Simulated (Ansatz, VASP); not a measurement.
# Cross-check of KF (Carobbiite) between VASP and Ansatz, part 2 of 2

Wanted: the spread between two codes on one cell, functional and k mesh. The cell is taken from a series of VASP runs on this material, whose earlier steps may have relaxed, scaled or displaced it; both programs get it as it stands.

VASP 6.6.1 and Ansatz 0.2.0.

So far. Step 2 (VASP: relaxation of cell and atoms, HSE06): The k-mesh is coarse for exact exchange; levels may shift by about 0.1 eV on a finer one.

## (3) Ansatz: relaxation of cell and atoms, HSE06

Level of this step: Ansatz beside VASP: Kohn-Sham DFT, plane waves, HSE06 (Ansatz).

Ansatz runs on its default PAW (the set named soft_2) files.

The same cell, functional, mesh and smearing now go to Ansatz, which takes its cutoff from its data sets.

input.yaml reads:

```yaml
crystal:
  lattice:
    - [0.0, 2.6983056809, 2.6983056809]
    - [2.6983056809, 0.0, 2.6983056809]
    - [2.6983056809, 2.6983056809, 0.0]
  atoms:
    - { symbol: K, position: [0.0, 0.0, 0.0] }
    - { symbol: F, position: [0.5, 0.5, 0.5] }
hamiltonian:
  xc: { exchange: pbe, correlation: pbe, exx: { coeff: 0.25, omega: 0.2 } }
  pseudopotentials: { kind: paw }
kpoints:
  mp_grid: { grid: [5, 5, 5] }
scf:
  occupations: { method: gaussian, width: 0.03 }
relax:
  f_tol: 0.01
  max_steps: 60
  cell: { stress_tol: 0.05 }
output:
  forces: true
  stress: true
```

On the command line:

```
ansatz run input.yaml --threads 4 --pin off --max-ram 9216MiB --backend cpu --events-out ev --progress --plain --runs-dir out
```

Numbers of over 12 decimals in the logs are rounded to 6 here.

Output:

```text
Engine: ansatz 0.2.0, aarch64-unknown-linux-gnu
Pseudopotentials: kind: paw
Pseudopotential: K, paw, valence charge 9, recommended cutoff 420 eV (normal), K.paw.azcp
Pseudopotential: F, paw, valence charge 7, recommended cutoff 420 eV (normal), F.paw.azcp
Functional definition: unnamed
  parameter a_1 = 0.25
  parameter omega_1 = 0.2/angstrom
  exchange = pbe_x + (-a_1)*pbe_x_sr(omega_1) + a_1*exact_x_sr(omega_1)
  correlation = pbe_c
Crystal: 2 atoms, lattice volume = 39.292 Å³
Basis set: ecut = 420 eV, 749 PW (Γ), exchange–correlation on 54×54×54 points (8 copies of the dense FFT grid, shifted against one another)
Bands: 12, of which v1, the nominal top of the filled ones, is band 8 counted from 1 (7 counted from 0)
Symmetry: 48 space group operations
Space group: Fm-3m (ITA 225), of the structure as read, at distance tolerance 3.4e-5 Å
k-points: 10 of 125
Non-local potential: K, projectors of the file, l = 0: 3, l = 1: 2, l = 2: 2
Non-local potential: F, projectors of the file, l = 0: 2, l = 1: 2, l = 2: 1
PAW form: soft (Blöchl's): semilocal exchange-correlation on the pseudo side does not see the compensation charge
PAW frozen core: K, regenerated for the run's functional, and the local potential with it (the file was generated under x = pbe(κ = 0.804, μ = 0.219515), c = pbe(β = 0.066725))
PAW frozen core: F, regenerated for the run's functional, and the local potential with it (the file was generated under x = pbe(κ = 0.804, μ = 0.219515), c = pbe(β = 0.066725))
PAW one-centre angular grid: K, 110 points (default); XC on 64 Gauss nodes
PAW one-centre angular grid: F, 110 points (default); XC on 64 Gauss nodes
Initial density: superposition of atomic densities (neutral atoms: chi_scale 0, normalization atom), corrected by the library's trained network
Initial wavefunctions: pseudopotential atomic-orbital guess
Functional: x = pbe(κ = 0.804, μ = 0.219515), c = pbe(β = 0.066725), warm-up for x = pbe(κ = 0.804, μ = 0.219515) + 0.25 (exact − pbe) at short range (hse, ω = 0.2 Å⁻¹), c = pbe(β = 0.066725)
SCF iter   1: F=—  HF=-2348.801581 eV  |F-HF|=—  |Δ(HF+E_count)|=         —  Δρ=6.44e-4  dr2=1.04e-4  ethr=1.77e-3  ⟨swp⟩=2.0  Hψ=895  notcnv=0
preconditioner: auto → none  [insulator: Δε(μ)=6.025 eV  Ē_g=17.503 eV  σ=0.030 eV  W_gap=1.00  n_scr=14 (ndim 8)  ℏωp=22.2 eV  f_vac=0.138  D(μ)=0.00/eV (n_scr^D=0)]
SCF iter   2: F=-2348.801743 eV  HF=-2348.801708 eV  |F-HF|=3.49e-5  |Δ(HF+E_count)|=   1.27e-4  Δρ=3.68e-4  dr2=2.27e-5  ethr=6.50e-7  ⟨swp⟩=3.9  Hψ=337  notcnv=0  defer=4
SCF 1 stopped early in 2 iterations: F = -2348.801743 eV  dr2 = 2.27e-5
  greatest PAW one-centre occupation: 0.987 electrons in one spin orbital (limit 2), on the K atom at site 0 (counted from 0), in its partial waves of l = 0
Initial density: handed on by an earlier stage of this run
Initial wavefunctions: those handed on with the density
Functional: x = pbe(κ = 0.804, μ = 0.219515) + 0.25 (exact − pbe) at short range (hse, ω = 0.2 Å⁻¹), c = pbe(β = 0.066725)
Exchange kernel: α = 0.2500, screened, ω = 0.2000 Å⁻¹, Wigner–Seitz truncation, v(0) = 1123.7353 eV·Å³, q-mesh 5×5×5, nearest image of the exchange supercell L = 19.08 Å, pair-density grid 18×18×18, without the augmentation charges, whose exchange is taken in its separable form by FFT convolution over the k-point mesh (sized by the pseudopotential files, 24×24×24 at the most), smooth part of the exact exchange by density-matrix convolution
Frozen-core exchange: fock
SCF iter   1: F=—  HF=-2349.501837 eV  |F-HF|=—  |Δ(HF+E_count)|=         —  Δρ=7.84e-3  dr2=3.01e-2  ethr=1.42e-6  ⟨swp⟩=7.2  Hψ=594  notcnv=0
preconditioner: auto → none  [insulator: Δε(μ)=8.255 eV  Ē_g=20.218 eV  σ=0.030 eV  W_gap=1.00  n_scr=14 (ndim 8)  ℏωp=22.2 eV  f_vac=0.138  D(μ)=0.00/eV (n_scr^D=0)]
SCF iter   2: F=—  HF=-2349.494122 eV  |F-HF|=—  |Δ(HF+E_count)|=   7.71e-3  Δρ=6.07e-3  dr2=5.19e-3  ethr=1.42e-6  ⟨swp⟩=4.9  Hψ=442  notcnv=0
SCF iter   3: F=—  HF=-2349.495548 eV  |F-HF|=—  |Δ(HF+E_count)|=   1.43e-3  Δρ=2.09e-3  dr2=8.69e-4  ethr=1.42e-6  ⟨swp⟩=4.5  Hψ=362  notcnv=0
SCF iter   4: F=—  HF=-2349.495231 eV  |F-HF|=—  |Δ(HF+E_count)|=   3.17e-4  Δρ=9.03e-4  dr2=2.18e-4  ethr=1.42e-6  ⟨swp⟩=2.1  Hψ=202  notcnv=0
iter 5 solved again at ethr=8.39e-9 eV; its pass at ethr=1.07e-6 eV (dr2=1.34e-6 eV) is discarded
SCF iter   5: F=—  HF=-2349.495159 eV  |F-HF|=—  |Δ(HF+E_count)|=   7.21e-5  Δρ=8.85e-5  dr2=3.35e-5  ethr=8.39e-9  ⟨swp⟩=3.8  Hψ=469  notcnv=0
eigensolver tolerance schedule calibrated: the retry pair's looser diagonalisation under-reported the residual by θ = 0.37 (0.17/decade); ethr = c·dr2/N_el runs at the constant in force after the calibration composes with the one it found (an armed cap, an earlier calibration), c = 3.3e-2
SCF iter   6: F=—  HF=-2349.495431 eV  |F-HF|=—  |Δ(HF+E_count)|=   2.73e-4  Δρ=6.20e-4  dr2=9.88e-5  ethr=4.37e-9  ⟨swp⟩=5.6  Hψ=384  notcnv=0
SCF iter   7: F=-2349.495397 eV  HF=-2349.495400 eV  |F-HF|=2.64e-6  |Δ(HF+E_count)|=   3.11e-5  Δρ=6.56e-5  dr2=1.86e-6  ethr=4.37e-9  ⟨swp⟩=4.9  Hψ=309  notcnv=0
SCF 2 stopped early in 7 iterations: F = -2349.495397 eV  dr2 = 1.86e-6
  greatest PAW one-centre occupation: 0.989 electrons in one spin orbital (limit 2), on the K atom at site 0 (counted from 0), in its partial waves of l = 0
[...]
SCF iter   5: F=—  HF=-2349.495507 eV  |F-HF|=—  |Δ(HF+E_count)|=   2.57e-9  Δρ=2.06e-6  dr2=1.03e-9  ethr=1.00e-12  ⟨swp⟩=4.3  Hψ=307  notcnv=0
SCF iter   6: F=-2349.495507 eV  HF=-2349.495507 eV  |F-HF|=9.09e-13  |Δ(HF+E_count)|=  3.34e-10  Δρ=6.69e-8  dr2=6.07e-12  ethr=1.00e-12  ⟨swp⟩=4.0  Hψ=270  notcnv=0
SCF 3 converged in 6 iterations: F = -2349.495507 eV  dr2 = 6.07e-12
  Residual-converged pass: ⟨swp⟩=3.9  Hψ=301  notcnv=0  max |occ|·‖R‖ = 9.5e-9 eV (tolerance 1.0e-8 eV)  dr2=6.02e-12  dr2_onsite=1.09e-13  max |Δocc| = 0.0e0
hybrid outer 2: dexx = +9.034e-8 eV, tail = 3.04e-9 eV, Δε = 2.99e-3 eV (about 7.13e-5 eV left of the loop's levels)
Exchange kernel: α = 0.2500, screened, ω = 0.2000 Å⁻¹, Wigner–Seitz truncation, v(0) = 1123.7353 eV·Å³, q-mesh 5×5×5, nearest image of the exchange supercell L = 19.08 Å, pair-density grid 18×18×18, without the augmentation charges, whose exchange is taken in its separable form by FFT convolution over the k-point mesh (sized by the pseudopotential files, 24×24×24 at the most), smooth part of the exact exchange by density-matrix convolution
Frozen-core exchange: fock
SCF iter   1: F=—  HF=-2349.495507 eV  |F-HF|=—  |Δ(HF+E_count)|=         —  Δρ=1.36e-6  dr2=1.83e-10  ethr=9.49e-11  ⟨swp⟩=8.1  Hψ=415  notcnv=0
preconditioner: auto → none  [insulator: Δε(μ)=8.041 eV  Ē_g=20.104 eV  σ=0.030 eV  W_gap=1.00  n_scr=14 (ndim 8)  ℏωp=22.2 eV  f_vac=0.158  D(μ)=0.00/eV (n_scr^D=0)]
SCF iter   2: F=—  HF=-2349.495507 eV  |F-HF|=—  |Δ(HF+E_count)|=  4.68e-11  Δρ=5.40e-7  dr2=8.33e-11  ethr=1.00e-12  ⟨swp⟩=3.0  Hψ=229  notcnv=0
SCF iter   3: F=-2349.495507 eV  HF=-2349.495507 eV  |F-HF|=4.55e-13  |Δ(HF+E_count)|=  1.91e-11  Δρ=3.51e-8  dr2=3.30e-12  ethr=1.00e-12  ⟨swp⟩=3.0  Hψ=226  notcnv=0
SCF 4 converged in 3 iterations: F = -2349.495507 eV  dr2 = 3.30e-12
  Residual-converged pass: ⟨swp⟩=4.0  Hψ=307  notcnv=0  max |occ|·‖R‖ = 8.4e-9 eV (tolerance 1.0e-8 eV)  dr2=3.35e-12  dr2_onsite=7.49e-14  max |Δocc| = 0.0e0
hybrid outer 3: dexx = +6.190e-11 eV, tail = 8.99e-12 eV, Δε = 4.88e-5 eV (about 2.85e-6 eV left of the loop's levels), ΔF = 1.89e-29 eV/Å (tail 7.95e-30)
relax step   1: F+E_penalty+E_count = -2349.49550661 eV  Δ(F+E_penalty+E_count) = +0.000e0 eV  max|allowed force component| = 1.104e-29 eV/Å  Δτ_max = 0.0000 Å  P = -0.452 GPa  Ω = 39.292 Å³  (18 SCF iters, accepted)
[...]
relax step   2: F+E_penalty+E_count = -2349.49682448 eV  Δ(F+E_penalty+E_count) = -1.318e-3 eV  max|allowed force component| = 7.231e-29 eV/Å  Δτ_max = 0.0000 Å  P = +0.037 GPa  Ω = 38.716 Å³  energy of the carried Pulay correction = +5.614e-4 eV  (14 SCF iters, accepted)
[...]
relax step   3: F+E_penalty+E_count = -2349.49637307 eV  Δ(F+E_penalty+E_count) = +4.514e-4 eV  max|allowed force component| = 5.075e-29 eV/Å  Δτ_max = 0.0000 Å  P = -0.002 GPa  Ω = 38.716 Å³  stress off target by 2.16e-3 GPa  SCF on the basis re-selected at this cell (its energy is not comparable with the rows above)  (8 SCF iters)
basis re-selected at this cell: Δ(F+E_penalty+E_count) = +4.514e-4 eV, ΔP = -0.039 GPa vs the last step (what re-selecting the basis moved, of the pressure what is left beyond the Pulay correction that the steps carried, after the strain that the cell walked since its last selection, with what the two solves' SCF thresholds leave and, on support functions, any second-order correction that the steps lacked; it is no m [...]
hybrid SCF converged: 2 outer / 8 inner (+0 warm-up), last move |dexx| = 1.88e-10 eV, tail = 5.18e-11 eV
Stability not checked: this state was not tested for a lower state beside it, because the functional holds exact exchange (a hybrid, or Hartree-Fock), whose exchange loop this test does not read (fock_operator; see scf.lower_state_search)
Free energy (F): -2349.496373 eV
Frozen-core exchange: fock
Harris-Foulkes:  -2349.496373 eV  (|F-HF|=1.32e-11)
Internal energy: -2349.496373 eV  (E = F + TS)
E sigma→0 (E₀):  -2349.496373 eV
Fermi energy:    3.819843 eV
--- Per-component energies (eV) ---
  E_band       = -159.504062
  E_kinetic    = 464.206107
  E_local      = -1120.806853  (includes V_loc(G=0)·N_el)
  E_nonlocal   = 84.551220
  E_hartree    = 405.643245
  E_xc         = -172.761675
  E_vxc        = -213.126562  (∫ρ·V_xc dr)
  E_exx        = -51.072875  (= α·E_x^exact, valence–valence)
  E_paw        = -975.885124  (= ΣΔE_a)
  E_vpaw       = -83.470783  (= ΣTr[D̂ρ^β])
  E_aug_tail   = 0.002047  (compensation charges beyond the density's cutoff)
  E_ewald      = -983.201085
  E_core_change = -0.171379  (= ΣΔE_core)
  E_smearing   = -0.000000  (= −TS)
  E_closure    = -0.000001  (closes the sum)
  Σ components = -2349.496373   (vs F -2349.496373, Δ=0.00e0)
--- Forces (eV/Å), atoms counted from 1 ---
  atom   1  K     -0.00000000    -0.00000000     0.00000000
  atom   2  F      0.00000000     0.00000000     0.00000000
  max |Σ_I F_I| component: 1.00e-28 eV/Å
--- Stress (GPa, compression-positive) ---
       -0.002159      -0.000000      -0.000000
       -0.000000      -0.002159      -0.000000
       -0.000000      -0.000000      -0.002159
  P = ⅓ Tr σ = -0.0022 GPa (-0.022 kbar)
--- Band table (eV; the first three rows and the last of 10) ---
  k-point 0: bands = ["-27.8870", "-20.4346", "-9.7897", "-9.7897", "-9.7897", "-0.2414", "-0.2414", "-0.2414", "7.8810", "12.7628"]
  k-point 1: bands = ["-27.8547", "-20.4626", "-9.8821", "-9.8005", "-9.8005", "-0.5360", "-0.3614", "-0.3614", "8.9149", "12.1872"]
  k-point 2: bands = ["-27.8016", "-20.5087", "-10.0304", "-9.8178", "-9.8178", "-0.9427", "-0.5496", "-0.5496", "10.6978", "12.1079"]
  k-point 9: bands = ["-27.7761", "-20.4801", "-10.1571", "-10.0977", "-9.8747", "-0.6605", "-0.4828", "-0.3690", "11.2439", "11.7693"]
  guard bands above this table: 2 of the run's 12 bands. The solve was not asked for them (output.publish_guard_bands: true or output.eigenvalues: true publishes all)
--- Relaxed structure (2 steps of the walk, 2 accepted, 1 SCFs on fresh bases) ---
  F+E_penalty+E_count = -2349.49637307 eV   max|allowed force component| = 5.075e-29 eV/Å   (the final SCF, on the basis selected at the relaxed cell)
  cell:  # Å, volume = 38.7161 Å³
    - [0, 2.685059, 2.685059]
    - [2.685059, 0, 2.685059]
    - [2.685059, 2.685059, 0]
  atoms:
    - { symbol: K, position: [0, 0, 0] }
    - { symbol: F, position: [0.500000, 0.500000, 0.500000] }
```

It took 10 s on 4 threads of Arm Neoverse V1, shared host; peak memory 0.64 GiB.

## (4) Comparison

Known differences besides the potentials themselves: exact exchange at q = 0 is treated differently, which shows on coarse meshes; VASP keeps PBE cores, Ansatz makes them for the functional; both relaxations stop at a tolerance, which leaves soft axes loose, and VASP keeps its plane-wave basis; the cutoff is 420 eV in Ansatz and 520 eV in VASP; Ansatz adds a Pulay correction to the stress that steers its cell, VASP none; VASP takes a coarser grid for exact exchange (PRECFOCK = Fast). Total energies have different zeros and are not compared.

The two programs side by side:

```
                                         quantity  Ansatz   VASP  difference
                                      volume (Å³)   38.72  38.82     -0.27 %
edge a after relaxation, in the typed setting (Å)   3.797  3.801     -0.09 %
```

The walks stopped with 0.00 GPa left in Ansatz and 0.00 GPa in VASP; each walk ends within a tolerance, so the volume difference is uncertain by about these residues over the bulk modulus, most in soft cells.

## (5) Outcome

```yaml
difference_in_volume_relaxation_of_cell_and_atoms_hse06: -0.27 %
```

What this shows: The difference in volume is -0.27 % (relaxation of cell and atoms, HSE06), within the 1.2 % picked in this series as the mark of a large difference, as far as the stopping tolerances let one tell. 1 further run of this series is not shown here. How closely two codes agree says nothing of how well the functional describes the real material.

[Lines on the potential files, build, host, timing and source positions are cut from VASP's logs without a mark.]

[Logs are printed without paths, hosts, clocks, repeated set-up lines and the standing remarks that a program may print on its own settings, such as how far it seeks lower states.]

[Hosts, paths, dates, database ids (printed as entryN), source tags and the programs' standing remarks are cut or masked in the printed files.]
